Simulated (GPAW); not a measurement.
AlN: single point with PBE

The system is AlN.

```
Al N
1.0
     0.00000    2.03452    2.03452
     2.03452    0.00000    2.03452
     2.03452    2.03452    0.00000
Al N
1 1
Direct
  0.50000 0.50000 0.50000
  0.00000 0.00000 0.00000
```

Measurements of this composition are mostly on another form, of space group No. 186.

* Program: GPAW 26.7.0
* Task: single point
* Functional: PBE
* Potentials or basis: GPAW PAW data sets (gpaw-data 1.2.1)
* Cutoff: 600 eV
* Basis: pw
* k mesh: 9 × 9 × 9
* Occupations: fermi-dirac, width 0.05 eV
* Spin: no spin polarisation

```yaml
Pressure: -6.3 GPa
Band_gap_on_the_k_mesh: 4.60 eV, indirect (least direct gap 5.35 eV)
```

Levels at points of the mesh, in eV from the valence-band top:
| k point | band 2 | band 3 | band 4 | band 5 | band 6 | band 7 |
| --- | --- | --- | --- | --- | --- | --- |
| (0.00, 0.00, 0.00) | 0.00 | 0.00 | 0.00 | 5.35 | 12.06 | 12.06 |

Run time: 4.4 s on 1 thread of Intel(R) Xeon(R) 6975P-C (Granite Rapids) (shared host), peak memory 0.13 GiB.

Caveat: the cutoff is short for stress and forces, so pressures can be off by a GPa or more; an odd mesh through Γ misses points on the zone boundary, where band edges often lie.
